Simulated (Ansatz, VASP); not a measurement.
## One calculation of NaI, two programs

Contents of INCAR:

```
SYSTEM = NaI
  ALGO = Normal
  EDIFF = 1E-6
  ENCUT = 520
  GGA = PS
  ISIF = 2
  ISMEAR = 0
  LASPH = .TRUE.
  LCHARG = .TRUE.
  LELF = .TRUE.
  LREAL = .FALSE.
  LVHAR = .TRUE.
  LWAVE = .FALSE.
  NBANDS = 14
  NELM = 80
  PREC = Accurate
  SIGMA = 0.01
```

Contents of KPOINTS:

```
k-points
0
G
  5 5 5
  0 0 0
```

The input POSCAR:

```
NaI
1.0
    0.0000000000      3.2297205553      3.2297205553
    3.2297205553      0.0000000000      3.2297205553
    3.2297205553      3.2297205553      0.0000000000
Na I
1 1
Direct
    0.0000000000      0.0000000000      0.0000000000
    0.5000000000      0.5000000000      0.5000000000
```

Input for Ansatz:

```yaml
crystal:
  lattice:
    - [0.0, 3.2297205553, 3.2297205553]
    - [3.2297205553, 0.0, 3.2297205553]
    - [3.2297205553, 3.2297205553, 0.0]
  atoms:
    - { symbol: Na, position: [0.0, 0.0, 0.0] }
    - { symbol: I, position: [0.5, 0.5, 0.5] }
kpoints:
  mp_grid: { grid: [5, 5, 5] }
hamiltonian:
  xc: pbesol
scf:
  occupations: { method: fixed }
  n_extra_bands: 4
output:
  forces: true
  stress: true
  eigenvalues: true
```

Alike in both runs: task single point; functional PBEsol; k mesh 5 × 5 × 5; no spin polarisation.

|  | VASP | Ansatz |
| --- | --- | --- |
| version | VASP 6.6.1 | Ansatz 0.2.0 |
| potentials or method | VASP PAW PBE potentials, release 64 (Na_pv, I) | plane waves |
| plane-wave cutoff (eV) | 520 | 420 |
| occupations | gaussian, width 0.01 eV | fixed |
| valence electrons in the cell | 14 | 26 |

Ansatz gave:

```
gap on the k mesh at the Fermi level (eV) : 3.53
pressure (GPa)                            : -0.4
```

Q: What did VASP give for the same quantities?

A: gap on the k mesh at the Fermi level (eV): 3.52; pressure (GPa): -0.4.

The two sets of potentials don't hold the same shells in valence.

Caveats: the PAW data sets were made with another functional, which shifts forces and pressure a little (VASP); spin-orbit coupling is left out, which moves the levels of the heavy elements. As with any semilocal functional, this PBEsol gap is likely too small.
